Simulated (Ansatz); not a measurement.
A plane-wave DFT run in Ansatz 0.2.0 (scalar-relativistic PAW potentials unless the input names others): input and command.

```yaml
crystal:
  lattice:
    - [2.5721790211, 0.0, 0.0]
    - [-1.2860895105, 2.2275723753, 0.0]
    - [0.0, 0.0, 8.3966409088]
  atoms:
    - { symbol: Rh, position: [0.0, 0.0, 0.0] }
    - { symbol: Rh, position: [0.3333333333, 0.6666666667, 0.25] }
    - { symbol: Rh, position: [0.0, 0.0, 0.5] }
    - { symbol: Rh, position: [0.6666666667, 0.3333333333, 0.75] }
kpoints:
  mp_grid: { grid: [18, 18, 6] }
hamiltonian:
  xc: pbe
  dispersion: d4
scf:
  occupations: { method: gaussian, width: 0.1 }
  convergence: { dr2_threshold: 1.0e-09 }
output:
  forces: true
  eigenvalues: true
  stress: true
accuracy: high
```

```bash
ansatz run input.yaml --threads 1 --pin off --max-ram 2560MiB --backend cpu --events-out ev --progress --plain --runs-dir out
```

Abridged log:
```
Warning: output.stress: scf.convergence.dr2_threshold = 1e-9 eV is looser than the 4e-10 eV advised for a printed stress (1e-10 eV for each atom of the cell: 4). ...
Basis set: ecut = 420 eV, 959 PW (Γ), exchange–correlation on 40×40×144 points (8 copies of the dense FFT grid, shifted against one another)
Bands: 41, of which v1, the nominal top of the filled ones, is band 34 counted from 1 (33 counted from 0)
Symmetry: 24 space group operations
k-points: 148 of 1944
SCF iter   1: F=—  HF=-25613.995297 eV  |F-HF|=—  |Δ(HF+E_count)|=         —  Δρ=7.37e-3  dr2=8.83e-3  ethr=1.77e-3  ⟨swp⟩=5.9  Hψ=21397  notcnv=0  defer=11
SCF iter   2: F=—  HF=-25613.999350 eV  |F-HF|=—  |Δ(HF+E_count)|=   4.05e-3  Δρ=4.00e-3  dr2=2.40e-3  ethr=1.30e-5  ⟨swp⟩=2.0  Hψ=8878  notcnv=0  defer=23
SCF iter   3: F=—  HF=-25614.000220 eV  |F-HF|=—  |Δ(HF+E_count)|=   8.70e-4  Δρ=3.74e-4  dr2=3.45e-5  ethr=3.54e-6  ⟨swp⟩=1.1  Hψ=6024  notcnv=0  defer=23
SCF iter   4: F=—  HF=-25614.000228 eV  |F-HF|=—  |Δ(HF+E_count)|=   7.81e-6  Δρ=9.40e-5  dr2=2.55e-6  ethr=5.07e-8  ⟨swp⟩=2.0  Hψ=8589  notcnv=0  defer=23
SCF iter   5: F=—  HF=-25614.000228 eV  |F-HF|=—  |Δ(HF+E_count)|=   5.61e-7  Δρ=2.61e-5  dr2=3.36e-7  ethr=3.74e-9  ⟨swp⟩=2.3  Hψ=10263  notcnv=0  defer=23
SCF iter   6: F=—  HF=-25614.000228 eV  |F-HF|=—  |Δ(HF+E_count)|=   3.80e-8  Δρ=4.85e-6  dr2=1.51e-8  ethr=4.94e-10  ⟨swp⟩=1.1  Hψ=6009  notcnv=0  defer=23
SCF iter   7: F=-25614.000228 eV  HF=-25614.000228 eV  |F-HF|=2.47e-10  |Δ(HF+E_count)|=   1.44e-9  Δρ=1.40e-6  dr2=6.76e-10  ethr=1.47e-12  ⟨swp⟩=5.6  Hψ=26099  notcnv=0
SCF 1 converged in 7 iterations: F = -25614.000228 eV  dr2 = 6.76e-10
SCF converged after 7 iterations
Free energy (F): -25614.000228 eV
Harris-Foulkes:  -25614.000228 eV  (|F-HF|=2.47e-10)
Internal energy: -25613.976166 eV  (E = F + TS)
E sigma→0 (E₀):  -25613.988197 eV
Entropy (-TS):   -0.024062 eV (-6.016 meV/atom)
Fermi energy:    26.544957 eV
  E_disp       = -3.811050  (pairwise vdW)
--- Forces (eV/Å), atoms counted from 1 ---
  atom   1  Rh     0.00000000     0.00000000     0.00000000
  atom   2  Rh     0.00000000     0.00000000     0.00000000
  atom   3  Rh     0.00000000     0.00000000     0.00000000
  atom   4  Rh     0.00000000     0.00000000     0.00000000
--- Stress (GPa, compression-positive) ---
       48.760395       0.000000       0.000000
        0.000000      48.760395       0.000000
        0.000000       0.000000      48.745121
  P = ⅓ Tr σ = 48.7553 GPa (487.553 kbar)
```

Apart from outputs, empty bands and the relaxation, which only the reference makes, the input differs from a reference run on usual settings in scf.convergence.dr2_threshold: not typed → 1e-09; hamiltonian.dispersion: not typed → "d4"; accuracy: not typed → "high"; basis.ecutwfc: 420 → not typed. The reference, at the same geometry, ended its own course with pressure 60.00 GPa, largest force 0.000 eV/Å, no gap on the mesh. This run converged in 7 SCF iterations with an energy at zero smearing 953 meV/atom below the reference's (the Hamiltonian itself differs), pressure 48.76 GPa, largest force 0.000 eV/Å, no gap on the mesh.

It took 8.7 s on 1 thread of Intel(R) Xeon(R) Platinum 8488C (Sapphire Rapids) (shared host), peak memory 0.53 GiB.